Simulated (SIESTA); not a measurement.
The system is Au.

```
CELL_PARAMETERS angstrom
0.00000 2.03500 2.03500
2.03500 0.00000 2.03500
2.03500 2.03500 0.00000
ATOMIC_POSITIONS crystal
Au 0.00000 0.00000 0.00000
```

Base run:

```yaml
Program: SIESTA 5.4.2
Functional: PBE
Potentials_or_basis: PseudoDojo 0.4 standard (PBE files)
Basis: DZ (energy shift 0.002 Ry)
Grid_cutoff: 800 Ry
Energy_shift: 0.002 Ry
k_mesh: 11 × 11 × 11
Occupations: fermi-dirac, width 0.05 eV
Spin: no spin polarisation
```

Its results: band gap on the k mesh none (metal or under the smearing width); pressure 10.7 GPa.

**Question.** The run is repeated on the same cell with these changes: basis from DZ (energy shift 0.002 Ry) to SZ (energy shift 0.002 Ry). What comes out?

**Answer.** Band gap on the k mesh none (metal or under the smearing width); pressure 42.7 GPa.

Caveats: the basis has no polarisation orbitals; spin-orbit coupling is left out, which moves the levels of the heavy elements; the basis of atomic orbitals isn't converged, which shifts pressures, moduli and gaps; semicore shells carry a single zeta, which can move pressures by several GPa and volumes by a few percent (some runs); a pressure of tens of GPa on the cell as given is suspect, and the run, the potentials or the cell itself is likely at fault (some runs); short orbitals over semicore shells can move pressures by several GPa (some runs).
